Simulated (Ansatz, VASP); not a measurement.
## One calculation of AlN, two programs

```
Al N
1.0
     3.27107    0.00000    0.00000
    -1.63553    2.83283    0.00000
     0.00000    0.00000    5.24386
Al N
2 2
Direct
  0.66667 0.33333 0.49970
  0.33333 0.66667 0.99970
  0.66667 0.33333 0.88030
  0.33333 0.66667 0.38030
```

Change from the starting cell: equal strain along all axes, cell held, atoms relaxed: +4.5 %.

Alike in both runs: functional PBE; k mesh 12 × 12 × 6; occupations gaussian, width 0.02 eV; no spin polarisation.

Ansatz relaxed the structure, and its values are those at the end. VASP's run is a single point on that final structure, the one shown.

|  | VASP | Ansatz |
| --- | --- | --- |
| version | VASP 6.6.1 | Ansatz 0.2.0 |
| potentials or method | VASP PAW PBE potentials, release 64 (Al, N) | scalar-relativistic, plane waves, PAW |
| plane-wave cutoff (eV) | 520 | 420 |
| valence electrons in the cell | 16 | 16 |

Ansatz gave:

| Quantity | Value |
| --- | --- |
| gap on the k mesh at the Fermi level (eV) | 2.95 |
| least direct gap on the mesh (eV) | 2.95 |
| pressure (GPa) | -19.7 |

Q: What did VASP give for the same quantities?

A: gap on the k mesh at the Fermi level (eV): 2.95; least direct gap on the mesh (eV): 2.95; pressure (GPa): -19.9.

The functional is the same, so the differences come from potentials, cutoffs and numerics. Ansatz warned: «stress_scf_threshold_loose».

Caveats: so large a pressure means that the cell lies far from this level's equilibrium, or that cutoff or potentials fall short (VASP). A k mesh can miss the band edges.
